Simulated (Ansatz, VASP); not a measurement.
## One calculation of BaTiO3, two programs

```
Ba Ti O
1.0
     4.00600    0.00000    0.00000
     0.00000    4.00600    0.00000
     0.00000    0.00000    4.00600
Ba Ti O
1 1 3
Cartesian
  2.0030 2.0030 2.0030
  0.0000 0.0000 0.0000
  0.0000 0.0000 2.0030
  0.0000 2.0030 0.0000
  2.0030 0.0000 0.0000
```

Alike in both runs: functional LDA; k mesh 7 × 7 × 7; occupations fermi-dirac, width 0.05 eV; no spin polarisation.

```csv
,VASP,Ansatz
version,VASP 6.6.1,Ansatz 0.2.0
potentials or method,"VASP PAW LDA potentials, release 64 (Ba_sv, Ti_sv, O), cutoff 520 eV","all-electron LAPW, scalar-relativistic"
task,single point,band structure
```

```tsv
	VASP	Ansatz	Ansatz less VASP
gap on the k mesh at the Fermi level (eV)	1.71	1.78	+0.063
least direct gap on the mesh (eV)	1.80	1.82	+0.025
pressure (GPa)	-7.3	-9.3	-1.94
```

Ansatz ran all-electron here, so the differences hold the error of VASP's frozen core and of both bases.

Caveats: spin-orbit coupling is left out, which moves the levels of the heavy elements; an odd mesh through Γ misses points on the zone boundary, where band edges often lie (VASP).
